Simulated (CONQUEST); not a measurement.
The system is CdSe.

```
Cd Se
1.0
     4.34202    0.00000    0.00000
     0.00000    4.34202    0.00000
     0.00000    0.00000    6.14054
Cd Se
2 2
Direct
  0.00488 0.99091 0.00135
  0.50488 0.49091 0.50135
  0.49479 0.00804 0.25857
  0.99479 0.50804 0.75857
```

The cell comes from a database or a generator and needn't be the stable form of this composition.

The cell isn't the ideal one: atoms moved at random, drawn with an rms of 0.05 Å.

Program: CONQUEST 1.3. Alike in all runs: task single point; level PBE; no spin polarisation; cell atoms moved at random, drawn with an rms of 0.05 Å.

**Question.** Order these runs on this cell by their pressure, lowest first.
A. potentials or basis PseudoDojo NC PBE, SZP, grid cutoff 120 Ha; k mesh 6 × 6 × 5; smearing fermi-dirac 0.05 eV; solver diagonalisation; SCF tolerance 1e-06
B. potentials or basis PseudoDojo NC PBE, SZ, grid cutoff 120 Ha; k mesh 6 × 6 × 5; smearing fermi-dirac 0.05 eV; solver diagonalisation; SCF tolerance 1e-06
C. potentials or basis PseudoDojo NC PBE, SZ, linear scaling with L range 14 bohr, grid cutoff 120 Ha; smearing none (density matrix without k points); solver linear scaling; SCF tolerance 1e-05
D. potentials or basis PseudoDojo NC PBE, DZP, multi-site functions of range 3 bohr, grid cutoff 120 Ha; k mesh 6 × 6 × 5; smearing fermi-dirac 0.05 eV; solver diagonalisation; SCF tolerance 1e-06

**Answer.** D (1.7 GPa), A (3.3 GPa), B (7.4 GPa), C (9.1 GPa).

Caveats: the basis of atomic orbitals isn't converged, which shifts pressures, moduli and gaps; the atomic basis is small (some runs); the box holds several primitive cells, so bands are folded and the points are those of the box's own zone (some runs); multi-site functions contract the basis, which raises the energy a little and makes forces and stress less exact (some runs); the density matrix is cut off at a finite range, which raises the energy and shifts forces and pressure (some runs).
